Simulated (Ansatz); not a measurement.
SnSe, 2 atoms in the cell. It takes space group Fm-3m (No. 225, cubic). Conventional cell: a = 6.020 Å, b = 6.020 Å, c = 6.020 Å, α = 90.00°, β = 90.00°, γ = 90.00°. Sn (site symmetry m-3m) has 6 Se at 3.01 Å as nearest neighbours. Se (site symmetry m-3m) is surrounded by 6 Sn at 3.01 Å. Measurements of this composition are mostly on another form, of space group No. 62.

- Program: Ansatz 0.2.0
- Task: relaxation of cell and atoms
- Functional: PBE
- Dispersion: D3(BJ)-ATM
- Potentials or basis: Ansatz PAW
- Cutoff: 420 eV (not typed: the program's choice for these potentials)
- k mesh: 8 × 8 × 8
- Occupations: fermi-dirac, width 0.05 eV
- Spin: no spin polarisation

Potentials or basis: Ansatz PAW.

Launch:

```sh
$ ansatz run input.yaml --threads 2 --pin off --max-ram 5632MiB --backend cpu --events-out ev --progress --plain --runs-dir out
```

Hardware: 2 threads of Intel(R) Xeon(R) Platinum 8259CL CPU @ 2.50GHz (Skylake/Cascade Lake), with other jobs on the host.

How long does it take, and how much memory?

Run time: 7.2 s on 2 threads of Intel(R) Xeon(R) Platinum 8259CL CPU @ 2.50GHz (Skylake/Cascade Lake) (shared host), peak memory 0.42 GiB. Counts: scf iterations 20, plane waves 1037, k points 29, bands 19, ion steps 4.
